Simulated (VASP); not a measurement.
Here is a VASP 6.6.1 calculation.

File INCAR:

```
SYSTEM = ZnSe
  ALGO = Normal
  EDIFF = 1E-7
  EDIFFG = -0.01
  ENCUT = 600
  GGA = PE
  IBRION = 2
  ISIF = 2
  ISMEAR = 0
  LASPH = .True.
  LCHARG = .False.
  LREAL = .False.
  LWAVE = .False.
  NELM = 80
  NSW = 40
  PREC = Accurate
  SIGMA = 0.03
```

KPOINTS

```
k-points
0
Gamma
  8 8 8
  0 0 0
```

Contents of POSCAR:

```
ZnSe                                    
1.0
    0.0000000000      2.8884744059      2.8884744059
    2.8884744059      0.0000000000      2.8884744059
    2.8884744059      2.8884744059      0.0000000000
  Zn              Se            
     1     1
Direct
     1.0000000000000000    1.0000000000000000    1.0000000000000000
     0.2500000000000000    0.2500000000000000    0.2500000000000000
```

Potentials or basis: VASP PAW PBE potentials, release 64 (Zn, Se).

The run is started by

```bash
$ cat potpaw_PBE.64/Zn/POTCAR potpaw_PBE.64/Se/POTCAR > POTCAR
$ mpirun -np 1 vasp_std > vasp.out
```

Question: What does it give for the band gap on the k mesh?

Answer: 1.06 eV, direct.

Final structure:
```xyz
2
Lattice="0.0000 2.8885 2.8885 2.8885 0.0000 2.8885 2.8885 2.8885 0.0000" Properties=species:S:1:pos:R:3 pbc="T T T"
Zn    0.0000    0.0000    0.0000
Se    1.4442    1.4442    1.4442
```

Caveat: the relaxation stopped at its first step, so nothing moved.
